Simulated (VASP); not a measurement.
# Se (P4/mmm) in VASP: settings compared, part 2 of 2

VASP 6.6.1. Earlier steps stand in the parts before.

## 4. Molecular dynamics, PBEsol+rVV10

This run uses another cell than the first one: it holds 27 atoms, not 1.

The input, INCAR:

```
PREC = Normal ; ENCUT = 400
EDIFF = 1E-5 ; ISMEAR = 0
SIGMA = 0.01 ; LREAL = Auto
LASPH = True ; NELM = 80
ALGO = Fast ; ISIF = 2
LWAVE = False ; LCHARG = False
GGA = PS ; LUSE_VDW = True
IVDW_NL = 2 ; BPARAM = 20.0
CPARAM = 0.0093 ; IBRION = 0
NSW = 30 ; POTIM = 2
TEBEG = 300 ; TEEND = 300
ISYM = 0 ; NELMIN = 4
RANDOM_SEED = 595900 0 0 ; MDALGO = 1
ANDERSEN_PROB = 0.1
```

The input, KPOINTS:

```
regular mesh
0
Gamma
  2 2 1
```

The input, POSCAR:

```
Se
1.0
    7.9049100000      0.0000000000      0.0000000000
    0.0000000000      7.9049100000      0.0000000000
    0.0000000000      0.0000000000     13.0646100000
Se
27
Cartesian
    1.3174850003      1.3174850003      0.0000000000
    1.3174850003      1.3174850003      4.3548699996
    1.3174850003      1.3174850003      8.7097400004
    1.3174850003      3.9524550000      0.0000000000
    1.3174850003      3.9524550000      4.3548699996
    1.3174850003      3.9524550000      8.7097400004
    1.3174850003      6.5874249997      0.0000000000
    1.3174850003      6.5874249997      4.3548699996
    1.3174850003      6.5874249997      8.7097400004
    3.9524550000      1.3174850003      0.0000000000
    3.9524550000      1.3174850003      4.3548699996
    3.9524550000      1.3174850003      8.7097400004
    3.9524550000      3.9524550000      0.0000000000
    3.9524550000      3.9524550000      4.3548699996
    3.9524550000      3.9524550000      8.7097400004
    3.9524550000      6.5874249997      0.0000000000
    3.9524550000      6.5874249997      4.3548699996
    3.9524550000      6.5874249997      8.7097400004
    6.5874249997      1.3174850003      0.0000000000
    6.5874249997      1.3174850003      4.3548699996
    6.5874249997      1.3174850003      8.7097400004
    6.5874249997      3.9524550000      0.0000000000
    6.5874249997      3.9524550000      4.3548699996
    6.5874249997      3.9524550000      8.7097400004
    6.5874249997      6.5874249997      0.0000000000
    6.5874249997      6.5874249997      4.3548699996
    6.5874249997      6.5874249997      8.7097400004
```

Potentials or basis: VASP PAW PBE potentials, release 64 (Se).

Run with:

```bash
cat potpaw_PBE.64/Se/POTCAR > POTCAR
mpirun -np 1 vasp_std > vasp.out
```

OUTCAR:

```text
PREC = Normal
   ENCUT = 400
   EDIFF = 1E-5
   ISMEAR = 0
   LREAL = Auto
   LASPH = True
   NELM = 80
   ISIF = 2
   GGA = PS
   IVDW_NL = 2
   BPARAM = 20.0
   IBRION = 0
   NSW = 30
   POTIM = 2
   TEBEG = 300
   ISYM = 0
   NELMIN = 4

 ion  position               nearest neighbor table
   1  0.167  0.167  0.000-   4 2.63  10 2.63   7 2.63  19 2.63
   2  0.167  0.167  0.333-   5 2.63  11 2.63   8 2.63  20 2.63
   3  0.167  0.167  0.667-   6 2.63  12 2.63   9 2.63  21 2.63
   4  0.167  0.500  0.000-   1 2.63   7 2.63  13 2.63  22 2.63
   5  0.167  0.500  0.333-   2 2.63   8 2.63  14 2.63  23 2.63
   6  0.167  0.500  0.667-   3 2.63   9 2.63  15 2.63  24 2.63
[... 19 lines left out ...]
  26  0.833  0.833  0.333-  17 2.63  23 2.63  20 2.63   8 2.63
  27  0.833  0.833  0.667-  18 2.63  24 2.63  21 2.63   9 2.63

IMPORTANT INFORMATION: All symmetrisations will be switched off!
NOSYMM: (Re-)initialisation of all symmetry stuff for point group C_1.

----------------------------------------------------------------------------------------

                                     Primitive cell

  volume of cell :     816.3762

  direct lattice vectors                    reciprocal lattice vectors
     7.904910000  0.000000000  0.000000000     0.126503654  0.000000000  0.000000000
     0.000000000  7.904910000  0.000000000     0.000000000  0.126503654  0.000000000
     0.000000000  0.000000000 13.064610000     0.000000000  0.000000000  0.076542660

  length of vectors
     7.904910000  7.904910000 13.064610000     0.126503654  0.126503654  0.076542660

  position of ions in fractional coordinates (direct lattice)
     0.166666667  0.166666667  0.000000000
     0.166666667  0.166666667  0.333333333
     0.166666667  0.166666667  0.666666667
     0.166666667  0.500000000  0.000000000
     0.166666667  0.500000000  0.333333333
     0.166666667  0.500000000  0.666666667
[... 19 lines left out ...]
     0.833333333  0.833333333  0.333333333
     0.833333333  0.833333333  0.666666667

  ion indices of the primitive-cell ions
   primitive index   ion index
                 1           1
                 2           2
                 3           3
                 4           4
                 5           5
                 6           6
[... 19 lines left out ...]
                26          26
                27          27

----------------------------------------------------------------------------------------

 KPOINTS: regular mesh

Automatic generation of k-mesh.
 Grid dimensions read from file:
 generate k-points for:    2    2    1

 Generating k-lattice:

  Cartesian coordinates                     Fractional coordinates (reciprocal lattice)
     0.063251827  0.000000000  0.000000000     0.500000000  0.000000000  0.000000000
     0.000000000  0.063251827  0.000000000     0.000000000  0.500000000  0.000000000
     0.000000000  0.000000000  0.076542660     0.000000000  0.000000000  1.000000000

  Length of vectors
     0.063251827  0.063251827  0.076542660

  Shift w.r.t. Gamma in fractional coordinates (k-lattice)
     0.000000000  0.000000000  0.000000000

 Subroutine IBZKPT returns following result:
 ===========================================
[... 29 lines left out ...]
   EDIFFG = 0.1E-03   stopping-criterion for IOM
   NSW    =     30    number of steps for IOM
   IBRION =      0    ionic relax: 0-MD 1-quasi-New 2-CG
   NFREE  =      0    steps in history (QN), initial steepest desc. (CG)
   ISIF   =      2    stress and relaxation
   ISYM   =      0    0-nonsym 1-usesym 2-fastsym
   POTIM  = 2.0000    time-step for ionic-motion
   TEBEG  =  300.0;   TEEND  = 300.0 temperature during run
   PSTRESS=    0.0 pullay stress
   NELECT =     162.0000    total number of electrons
   NUPDOWN=      -1.0000    fix difference up-down
   EMIN   =  10.00;   EMAX   =-10.00  energy-range for DOS
   EFERMI =   0.00;   METHOD = LEGACY
   ISMEAR =     0;   SIGMA  =   0.01  broadening in eV -4-tet -1-fermi 0-gaus
   EFERMI_NEDOS =   21; number of points for ismear=-14 and -15
   IALGO  =     68    algorithm
   IMIX   =      4    mixing-type and parameters
     AMIX     =   0.40;   BMIX     =  1.00
     AMIX_MAG =   1.60;   BMIX_MAG =  1.00
  volume/ion in A,a.u.               =      30.24       204.04
  Fermi-wavevector in a.u.,A,eV,Ry     =   0.954882  1.804465 12.405789  0.911800
  Thomas-Fermi vector in A             =   2.083669
   LORBIT       =      0    0 simple, 1 ext, 2 COOP (PROOUT), +10 PAW based schemes
   GGA     = PS    functional components
   LHFCALC =     F    Hartree Fock is set to
   AEXX    =    0.0000 exact exchange contribution
   IVDW_NL    =     2    kernel type
   BPARAM     =20.0000
   IVDW    =     0    specifies the selected vdW correction
   LEPSILON=     F    determine dielectric tensor
   LRPA    =     F    only Hartree local field effects (RPA)
 molecular dynamics for ions
 non-spin polarized calculation
 RMM-DIIS sequential band-by-band and
 Gauss-broadening in eV      SIGMA  =   0.01
  energy-cutoff  :      400.00
  volume of cell :      816.38
 maximum number of plane-waves:     14870
   NGX = 25   NGY = 25   NGZ = 43

--------------------------------------- Ionic step        1  -------------------------------------------

 number of electron     162.0000001 magnetization

 Free energy of the ion-electron system (eV)
  ---------------------------------------------------
  ext. energy  EPLUGINS =         0.00000000
  ---------------------------------------------------
  free energy    TOTEN  =       -93.66792659 eV

  energy without entropy =      -93.66343256  energy(sigma->0) =      -93.66567958

------------------------ aborting loop because EDIFF is reached ----------------------------------------

  FORCE on cell =-STRESS in cart. coord.  units (eV):
  Direction    XX          YY          ZZ          XY          YZ          ZX
  --------------------------------------------------------------------------------------
  -------------------------------------------------------------------------------------
  Total      -15.7787345    -15.7791191     -1.1513834     -0.0000920      0.0000210     -0.0000300
  in kB      -30.9665228    -30.9672776     -2.2596451     -0.0001806      0.0000411     -0.0000589
  external PRESSURE =     -21.3978151 kB  Pullay stress =       0.0000000 kB
[... 190 lines left out ...]
  ENERGY OF THE ELECTRON-ION-THERMOSTAT SYSTEM (eV)
  ---------------------------------------------------
% ion-electron   TOTEN  =       -93.679946  see above
  kinetic energy EKIN   =         0.932673
  kin. lattice  EKIN_LAT=         0.000000  (temperature  277.52 K)
  nose potential ES     =         0.000000
  nose kinetic   EPS    =         0.000000
  ---------------------------------------------------
  total energy   ETOTAL =       -92.747273 eV

[... ionic steps 4 to 27 ...]

--------------------------------------- Ionic step       28  -------------------------------------------

 number of electron     162.0000001 magnetization

------------------------ aborting loop because EDIFF is reached ----------------------------------------
[... 137 lines left out ...]
--------------------------------------- Ionic step       30  -------------------------------------------

 number of electron     162.0000007 magnetization

 Free energy of the ion-electron system (eV)
  ---------------------------------------------------
  ext. energy  EPLUGINS =         0.00000000
  ---------------------------------------------------
  free energy    TOTEN  =       -93.97820533 eV

  energy without entropy =      -93.97746146  energy(sigma->0) =      -93.97783340

 E-fermi :   1.8085     XC(G=0):  -8.4075

 val. band max:        1.7951178197   @ k =   0.5000   0.5000   0.0000
 cond. band min:       1.8216056899   @ k =   0.5000   0.0000   0.0000
 fundamental gap:      0.0264878702
 Fermi energy:         1.8085192553

 k-point     1 :       0.0000    0.0000    0.0000
  band No.  band energies     occupation
      1     -14.1448      2.00000
      2     -14.0808      2.00000
      3     -14.0240      2.00000
      4     -12.5869      2.00000
      5     -12.5376      2.00000
      6     -12.4402      2.00000
[... 373 lines left out ...]
     92       2.7876      0.00000
     93       2.8238      0.00000
 [bands above 93 left out]

------------------------ aborting loop because EDIFF is reached ----------------------------------------

  FORCE on cell =-STRESS in cart. coord.  units (eV):
  Direction    XX          YY          ZZ          XY          YZ          ZX
  --------------------------------------------------------------------------------------
  -------------------------------------------------------------------------------------
  Total      -13.2921125    -10.4001858     -1.2852696      0.4643728     -0.1855584     -0.0283508
  in kB      -26.0864080    -20.4108632     -2.5224031      0.9113539     -0.3641672     -0.0556398
  external PRESSURE =     -16.3398914 kB  Pullay stress =       0.0000000 kB
[... 48 lines left out ...]
  ENERGY OF THE ELECTRON-ION-THERMOSTAT SYSTEM (eV)
  ---------------------------------------------------
% ion-electron   TOTEN  =       -93.978205  see above
  kinetic energy EKIN   =         0.843278
  kin. lattice  EKIN_LAT=         0.000000  (temperature  250.92 K)
  nose potential ES     =         0.000000
  nose kinetic   EPS    =         0.000000
  ---------------------------------------------------
  total energy   ETOTAL =       -93.134927 eV
```

Run time: 52 min. Hardware: 1 thread of AMD EPYC 9R45 (Zen 5), shared host; peak memory 0.9 GiB.

The path:
| step | potential energy change (eV) | largest force (eV/Å) | pressure (GPa) | volume (Å³) | temperature (K) |
| --- | --- | --- | --- | --- | --- |
| 1 | 0.0000 | 0.0079 | -2.14 | 816.38 | 300 |
| 2 | -0.0038 | 0.1584 | -2.13 | 816.38 | 272 |
| 3 | -0.0120 | 0.2266 | -2.12 | 816.38 | 278 |
| 4 | -0.0223 | 0.3005 | -2.10 | 816.38 | 252 |
| 5 | -0.0318 | 0.3587 | -2.09 | 816.38 | 262 |
| 6 | -0.0421 | 0.3942 | -2.08 | 816.38 | 281 |
| 7 | -0.0534 | 0.4292 | -2.06 | 816.38 | 300 |
| 8 | -0.0663 | 0.4795 | -2.06 | 816.38 | 270 |
| 9 | -0.0785 | 0.4364 | -2.06 | 816.38 | 282 |
| 10 | -0.0946 | 0.4427 | -2.07 | 816.38 | 323 |
| 11 | -0.1143 | 0.5892 | -2.07 | 816.38 | 317 |
| 12 | -0.1329 | 0.6479 | -2.07 | 816.38 | 314 |
| 13 | -0.1531 | 0.6985 | -2.07 | 816.38 | 316 |
| 14 | -0.1749 | 0.7278 | -2.06 | 816.38 | 327 |
| 15 | -0.1976 | 0.7648 | -2.03 | 816.38 | 314 |
| 16 | -0.2180 | 0.7714 | -2.00 | 816.38 | 312 |
| 17 | -0.2391 | 0.8052 | -1.96 | 816.38 | 356 |
| 18 | -0.2508 | 0.8493 | -1.93 | 816.38 | 399 |
| 19 | -0.2599 | 0.8215 | -1.91 | 816.38 | 396 |
| 20 | -0.2686 | 0.7823 | -1.87 | 816.38 | 363 |
| 21 | -0.2695 | 0.7514 | -1.84 | 816.38 | 337 |
| 22 | -0.2771 | 0.7485 | -1.81 | 816.38 | 293 |
| 23 | -0.2776 | 0.7648 | -1.79 | 816.38 | 299 |
| 24 | -0.2780 | 0.7735 | -1.77 | 816.38 | 249 |
| 25 | -0.2811 | 0.7803 | -1.75 | 816.38 | 254 |
| 26 | -0.2845 | 0.8109 | -1.73 | 816.38 | 275 |
| 27 | -0.2885 | 0.8605 | -1.71 | 816.38 | 278 |
| 28 | -0.2964 | 0.9017 | -1.68 | 816.38 | 238 |
| 29 | -0.3011 | 0.9325 | -1.66 | 816.38 | 228 |
| 30 | -0.3103 | 0.9584 | -1.63 | 816.38 | 251 |

Caveat: the k mesh is coarse (spacing up to 0.48 Å⁻¹), so the values aren't converged; the PAW data sets were made with another functional, which shifts forces and pressure a little.

## 5. Summary

| task | level | spin | cell | k mesh | cutoff (eV) | smearing | supercell matrix | temperature | mesh quality | pressure (GPa) |
| --- | --- | --- | --- | --- | --- | --- | --- | --- | --- | --- |
| relaxation of cell and atoms | PBE | off | relaxed | 10 × 10 × 6 | 600 | gaussian 0.05 eV | - | - | not flagged | 0.0 |
| electrostatic potential | revPBE+D3 | SOC, no magnetisation | as given | 7 × 7 × 5 | 520 | gaussian 0.01 eV | - | - | not flagged | -0.1 |
| molecular dynamics | PBEsol+rVV10 | off | as given | 2 × 2 × 1 | 400 | gaussian 0.01 eV | [3, 0, 0, 0, 3, 0, 0, 0, 3] | 300 | coarse | - |

Alike in all rows: potentials or basis VASP PAW PBE potentials, release 64 (Se).

Caveats: some runs use coarse meshes; the PAW data sets were made with another functional, which shifts forces and pressure a little (some runs).

Absolute energies hang on the potentials; compare differences alone.
